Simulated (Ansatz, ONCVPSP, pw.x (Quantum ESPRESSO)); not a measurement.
# tin (bcc): variants of one ONCV potential in the solid

ONCVPSP 4.0.1 input, shortened (lines: element, Z, core and valence counts, functional; n l f; lmax; l rc ep ncon nbas qcut; lloc lpopt rc5 dvloc0; l nproj debl; icmod fcfact rcfact), PBE, scalar-relativistic:

```
  Sn 50.00    9    2        4      upf
    1    0    2.00
    2    0    2.00
    2    1    6.00
    3    0    2.00
    3    1    6.00
    3    2   10.00
    4    0    2.00
    4    1    6.00
    4    2   10.00
    5    0    2.00
    5    1    2.00
    2
    0    2.10    0.00    5    8    2.80
    1    2.80    0.00    4    7    3.10
    2    2.80    0.24    3    6    3.50
    4    5    1.70    0.00
    0    2    2.10
    1    2    0.60
    2    1    3.40
    1    0.30    0.00
```

Crystal test: bcc Sn in pw.x 7.5, no spin, 12³ k-points, Fermi–Dirac smearing 0.01 Ry, cutoffs set for each file from its atomic test. The reference is all-electron LAPW (Ansatz 0.2.0) with the same functional, mesh and smearing; V0 and B0 come from Birch–Murnaghan fits to the pressures at five volumes. Errors are pseudo minus all-electron; Δ is the rms difference of the E(V) curves that follow from these fits, minima aligned, over ±6 % about the mean V0. Mesh and smearing are coarse, so the numbers serve the comparison and aren't converged zero-temperature values; the lattice is a test structure that the element need not adopt.

All-electron: a0 = 3.809 Å (V0 = 27.63 Å³/atom), B0 = 46.7 GPa.

Base: This is a poor potential for the solid.

1 further variants are left out: they gave no file fit for a test, a broken result, the same result as the base, or pressures whose basis-set error rivals the error shown.

```csv
change,cutoffs (Ry),pw.x,a0 (Å),a0 error (%),B0 error (%),Δ (meV/atom),mean pressure error (GPa)
base,70/280,converged,3.770,-1.02,+4.2,8.7,-1.37
"local potential polynomial inside 1.44 bohr (lpopt 5, dvloc0 0 Ha)",70/280,converged; bound ghost,3.765,-1.15,+4.7,9.8,-1.54
"core correction Teter function, fcfact 1.75, rcfact 1.05",70/280,converged,3.780,-0.76,+5.6,6.5,-1.06
s: rc 2.32,65/260,converged,3.770,-1.02,+4.1,8.7,-1.37
```

Give the row for: s: debl 2.65.

pw.x: converged; mean pressure error (GPa): -1.38; a0 (Å): 3.770; a0 error (%): -1.02; B0 error (%): +4.2; Δ (meV/atom): 8.7.
